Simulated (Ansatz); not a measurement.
BaH2:

```
Ba H
1.0
     4.46203    0.00000    0.00000
    -2.23101    3.86423    0.00000
     0.00000    0.00000    6.05529
Ba H
2 4
Cartesian
  0.0000 2.5762 1.5138
  2.2310 1.2881 4.5415
  0.0000 0.0000 0.0000
  0.0000 0.0000 3.0276
  2.2310 1.2881 1.5138
  0.0000 2.5762 4.5415
```

The cell comes from a database or a generator and needn't be the stable form of this composition.

```yaml
Program: Ansatz 0.2.0
Task: relaxation of cell and atoms
Functional: LDA
Potentials_or_basis: Ansatz PAW
Cutoff: "420 eV (not typed: the program's choice for these potentials)"
k_mesh: 7 × 7 × 5
Occupations: fermi-dirac, width 0.05 eV
Spin: no spin polarisation
```

At the start: volume 17.40 Å³/atom.

Task: How do energy, volume and symmetry change on relaxing?

Result: It ends after 6 steps and the volume is 15.51 Å³/atom (-10.9 %); space group P6_3/mmc (No. 194, to 0.05 Å).

Step by step:
```csv
step,energy change (eV),largest force (eV/Å),volume (Å³)
1,0.0000,0.0000,104.41
2,-0.1102,0.0000,90.50
3,-0.1397,0.0000,93.70
4,-0.1411,0.0000,93.12
5,-0.1412,0.0000,93.04
6,-0.1380,0.0000,93.04
```

Final structure:
```yaml
crystal:
  lattice:
    - [4.34807, 0.00000, 0.00000]
    - [-2.17403, 3.76554, 0.00000]
    - [0.00000, 0.00000, 5.68279]
  atoms:
    - { symbol: Ba, position: [0.33333, 0.66667, 0.25000] }
    - { symbol: Ba, position: [0.66667, 0.33333, 0.75000] }
    - { symbol: H, position: [0.00000, 0.00000, 0.00000] }
    - { symbol: H, position: [0.00000, 0.00000, 0.50000] }
    - { symbol: H, position: [0.66667, 0.33333, 0.25000] }
    - { symbol: H, position: [0.33333, 0.66667, 0.75000] }
```

Caveat: the plane-wave basis is chosen anew once the cell has moved, so the energies of steps on either side of that aren't comparable; the PAW data sets come from PBE, with cores solved anew for the run's functional, which leaves a small shift of forces and pressure.
